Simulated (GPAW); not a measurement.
# TiSi2 (P6/mmm) in GPAW: single point with PBE

Aim: the single point of TiSi2 with PBE.

Program: GPAW 26.7.0. These are calculated values, not measurements. Logs are shortened: lines on timing, memory, paths and dates and some standing lists are left out, and cuts for length are marked. The log counts tension as positive stress, the text compression.

## (1) The crystal as given

Symmetry: P6/mmm, No. 191, hexagonal system. Conventional cell: a = 4.375 Å, b = 4.375 Å, c = 2.561 Å, α = 90.00°, β = 90.00°, γ = 120.00°. Ti (site symmetry 6/mmm) is surrounded by 2 Ti at 2.56 Å and 12 Si at 2.83 Å. Si (site symmetry -6m2) has 5 Si at 2.53 to 2.56 Å and 6 Ti at 2.83 Å as nearest neighbours.

The cell was built by a generator and needn't be a form met in nature.

## (2) Single point, PBE

Contents of run.py:

```python
from ase.io import read
from gpaw import PW
from gpaw.dft import DFT

atoms = read('TiSi2.xyz')

dft = DFT(atoms,
          mode=PW(600),
          xc='PBE',
          kpts={'size': (7, 7, 10), 'gamma': True},
          occupations={'name': 'fermi-dirac', 'width': 0.05},
          nbands=21,
          convergence={'density': 1e-05, 'energy': 1e-05},
          maxiter=150,
          txt='gpaw.txt')
print(f'Energy: {dft.calculate_energy():.6f} eV')
print('Forces (eV/A):')
print(dft.calculate_forces().round(4))
print('Stress (eV/A^3):', dft.calculate_stress().round(6))
dft.write_gpw_file('gs.gpw')
```

Contents of TiSi2.xyz:

```xyz
3
Lattice="4.3746402718 0.0000000000 0.0000000000 -2.1873201359 3.7885496078 0.0000000000 0.0000000000 0.0000000000 2.5610100000" Properties=species:S:1:pos:R:3 pbc="T T T"
Ti     0.0000000000      0.0000000000      0.0000000000
Si    -0.0000000002      2.5256997387      1.2805050000
Si     2.1873201361      1.2628498691      1.2805050000
```

Potentials or basis: GPAW PAW data sets (gpaw-data 1.2.1), pw.

The run is started by

```console
$ OMP_NUM_THREADS=1 python run.py
```

gpaw.txt:

```text
Diagonalizing LCAO Hamiltonian
Converting LCAO to pw mode

         Si
             Si

       Ti

Atoms  # Å, Bohr magnetons
|   | symbol |         x |        y |        z |    initial magnetic moments |
|---|--------|-----------|----------|----------|-----------------------------|
| 0 |     Ti |  0.000000 | 0.000000 | 0.000000 | ( 0.0000,  0.0000,  0.0000) |
| 1 |     Si | -0.000000 | 2.525700 | 1.280505 | ( 0.0000,  0.0000,  0.0000) |
| 2 |     Si |  2.187320 | 1.262850 | 1.280505 | ( 0.0000,  0.0000,  0.0000) |

Unit cell  # Å
| periodic |         x |        y |        z |  lengths |     angles |
|----------|-----------|----------|----------|----------|------------|
|      yes |  4.374640 | 0.000000 | 0.000000 | 4.374640 |  90.000000 |
|      yes | -2.187320 | 3.788550 | 0.000000 | 4.374640 |  90.000000 |
|      yes |  0.000000 | 0.000000 | 2.561010 | 2.561010 | 120.000000 |

Number of symmetries: 24
Symmetry operations  # r_c * U_cc + t_c -> r_c
|    | kind |            matrix            |
|----|------|------------------------------|
|  0 |  σ   |  1, 1, 0,  0,-1, 0,  0, 0, 1 |
|  1 |  C2  |  1, 1, 0,  0,-1, 0,  0, 0,-1 |
|  2 |  C6  |  1, 1, 0, -1, 0, 0,  0, 0, 1 |
|  3 |  S6  |  1, 1, 0, -1, 0, 0,  0, 0,-1 |
|  4 |  E   |  1, 0, 0,  0, 1, 0,  0, 0, 1 |
|  5 |  σ   |  1, 0, 0,  0, 1, 0,  0, 0,-1 |
|  6 |  σ   |  1, 0, 0, -1,-1, 0,  0, 0, 1 |
|  7 |  C2  |  1, 0, 0, -1,-1, 0,  0, 0,-1 |
|  8 |  σ   |  0, 1, 0,  1, 0, 0,  0, 0, 1 |
|  9 |  C2  |  0, 1, 0,  1, 0, 0,  0, 0,-1 |
| 10 |  C3  |  0, 1, 0, -1,-1, 0,  0, 0, 1 |
| 11 |  S3  |  0, 1, 0, -1,-1, 0,  0, 0,-1 |
| 12 |  C6  |  0,-1, 0,  1, 1, 0,  0, 0, 1 |
| 13 |  S6  |  0,-1, 0,  1, 1, 0,  0, 0,-1 |
| 14 |  σ   |  0,-1, 0, -1, 0, 0,  0, 0, 1 |
| 15 |  C2  |  0,-1, 0, -1, 0, 0,  0, 0,-1 |
| 16 |  σ   | -1, 0, 0,  1, 1, 0,  0, 0, 1 |
| 17 |  C2  | -1, 0, 0,  1, 1, 0,  0, 0,-1 |
| 18 |  C2  | -1, 0, 0,  0,-1, 0,  0, 0, 1 |
| 19 |  i   | -1, 0, 0,  0,-1, 0,  0, 0,-1 |
| 20 |  C3  | -1,-1, 0,  1, 0, 0,  0, 0, 1 |
| 21 |  S3  | -1,-1, 0,  1, 0, 0,  0, 0,-1 |
| 22 |  σ   | -1,-1, 0,  0, 1, 0,  0, 0, 1 |
| 23 |  C2  | -1,-1, 0,  0, 1, 0,  0, 0,-1 |

BZ-sampling:
  Number of BZ points: 490
  Number of IBZ points: 48

  Monkhorst-Pack size: [7, 7, 10]
  Monkhorst-Pack shift: [0.0, 0.0, 0.05]

K-points  # in reciprocal-cell coordinates
|     |                                coordinates |     weight |
|-----|--------------------------------------------|------------|
|   0 | (  0.00000000,   0.00000000,   0.00000000) | 0.00204082 |
|   1 | (  0.00000000,   0.00000000,   0.10000000) | 0.00408163 |
|   2 | (  0.00000000,   0.00000000,   0.20000000) | 0.00408163 |
|   3 | (  0.00000000,   0.00000000,   0.30000000) | 0.00408163 |
|   4 | (  0.00000000,   0.00000000,   0.40000000) | 0.00408163 |
|   5 | (  0.00000000,   0.00000000,   0.50000000) | 0.00204082 |
|   6 | (  0.14285714,   0.00000000,   0.00000000) | 0.01224490 |
|   7 | (  0.14285714,   0.00000000,   0.10000000) | 0.02448980 |
|   8 | (  0.14285714,   0.00000000,   0.20000000) | 0.02448980 |
|   9 | (  0.14285714,   0.00000000,   0.30000000) | 0.02448980 |
| ... |                                            |            |
|  47 | (  0.42857143,   0.42857143,   0.50000000) | 0.01224490 |

Plane wave coefficients: 1434
Cutoff: 600.0 eV

Spin-components: 1 (collinear spins)
Bands:           21
Projectors:      16
Spin-degeneracy: 2
Datatype:        complex128

Parallelization:
  kpt:    1
  domain: 1
  band:   1

Density:
  Valence electrons: 20.0
  Components: 1
  Grid points: [25 25 15]
  Charge: 0.0  # |e|

Potential:
  Grid points: [25 25 15]

species:
  Ti:
    name:    Titanium
    Z:       22.0
    valence: 12
    core:    10
    charge:  0.0  # [|e|]
    compensation charges:
      type: gauss
      rc: 0.38  # [Å]
      lmax: 2
    cutoffs:
      filter: 2.23  # [Å]
      core: 1.02  # [Å]
    projectors
    | kind |    occ | energy [eV] | rcut [Å] |
    |------|--------|-------------|----------|
    |   3s |  2.000 |     -62.623 |    1.270 |
    |   4s |  2.000 |      -4.466 |    1.270 |
    |   3p |  6.000 |     -38.862 |    1.058 |
    |   4p |  0.000 |      -1.466 |    1.058 |
    |   3d |  2.000 |      -4.258 |    1.058 |
    |    d |        |      22.953 |    1.058 |

    Using partial waves for Ti as LCAO basis

  Si:
    name:    Silicon
    Z:       14.0
    valence: 4
    core:    10
    charge:  0.0  # [|e|]
    compensation charges:
      type: gauss
      rc: 0.33  # [Å]
      lmax: 2
    cutoffs:
      filter: 1.86  # [Å]
      core: 2.06  # [Å]
    projectors
    | kind |    occ | energy [eV] | rcut [Å] |
    |------|--------|-------------|----------|
    |   3s |  2.000 |     -10.812 |    1.058 |
    |   3p |  2.000 |      -4.081 |    1.058 |
    |    s |        |      16.399 |    1.058 |
    |    p |        |      23.130 |    1.058 |
    |    d |        |       0.000 |    1.058 |

    Using partial waves for Si as LCAO basis

Reference energy: -38996.702782  # eV

eigensolver:
  PPCG
  Converge bands: occupied
  niter=2

density mixing:
  MSR1-Mixer
  Pratt-step length: 0.05
  Maximum mixing coefficient: 0.75
  Old densities: 10
  SVD Regularization: 0.005
  Good broyden scale: 1.0
  Trust region scale: 1.0
  Backstep threshold: 4.0
  History deletion threshold: 6.0
  Fourier metric: weight=20.0, sigma=0.015

occupation numbers:
  Fermi-Dirac:
    width: 0.0500  # eV

poisson solver:
  ecut: 4800.0  # eV

xc functional:
  name: PBE with 2 nearest neighbor stencil

convergence criteria:
- Maximum integral of absolute [dens]ity change: 1e-05 electrons / valence electron
- Maximum [total energy] change in last 3 cyles: 1e-05 eV / valence electron
- Maximum integral of absolute [eigenst]ate change: 4e-08 eV^2 / valence electron
maximum number of iterations: 150

SCF iterations
|iter     | |      energy | eigst |  dens |
|---------|-|-------------|-------|-------|
|iter:   1| |  -18.306333 | +0.39 |       |
|iter:   2| |  -18.290224 | -2.02 | -1.23 |
|iter:   3| |  -18.343513 | -1.52 | -1.26 |
|iter:   4| |  -18.276789 | -1.76 | -1.42 |
|iter:   5| |  -18.185361 | -2.29 | -1.49 |
|iter:   6| |  -18.187360 | -3.69 | -2.15 |
|iter:   7| |  -18.186587 | -4.16 | -2.50 |
|iter:   8| |  -18.186589 | -6.14 | -3.62 |
|iter:   9| |  -18.186590c| -7.43c| -4.05 |
|iter:  10| |  -18.186590c| -8.49c| -5.11c|
SCF steps: 10
Energy contributions relative to reference atoms: (reference = -38996.702782)

Energy contributions:
  Kinetic:          16.689199
  Coulomb:         -11.876647
  Zero:             -0.075246
  External:          0.000000
  Xc:              -22.915627
  Entropy:          -0.016538
  Spinorbit:         0.000000
  ----------------------------
  Free energy:     -18.194859
  Extrapolated:    -18.186590

Forces  # eV/Ang
|        x |        y |       z |
|----------|----------|---------|
|  0.00000 |  0.00000 | 0.00000 |  # Ti   0
|  0.00000 |  0.00000 | 0.00000 |  # Si   1
| -0.00000 | -0.00000 | 0.00000 |  # Si   2

Stress tensor  # eV/Ang^3
|         x |         y |        z |
|-----------|-----------|----------|
| -0.002072 |  0.000000 | 0.000000 |
| -0.000000 | -0.002072 | 0.000000 |
|  0.000000 |  0.000000 | 0.002531 |

Writing to gs.gpw (mode='')

  __  _  _
 | _ |_)|_||  |
 |__||  | ||/\| - 26.7.0

Input parameters:
  mode=PW(ecut=600.0),
  convergence={'density': 1e-05, 'energy': 1e-05},
  kpts=MonkhorstPack(size=(7, 7, 10), gamma=True),
  maxiter=150,
  nbands=21,
  occupations=Occupations(name='fermi-dirac', width=0.05),
  xc=XC(name='PBE')
# Writing to gs.gpw (mode='')
```

Wall time 20 s (1 thread of Arm Neoverse V2, shared host); peak memory 0.17 GiB.

Results:

| Property | Result |
| --- | --- |
| Free energy | -18.1949 eV |
| Pressure | 0.1 GPa |
| Band gap on the k mesh | none (metal or under the smearing width) |
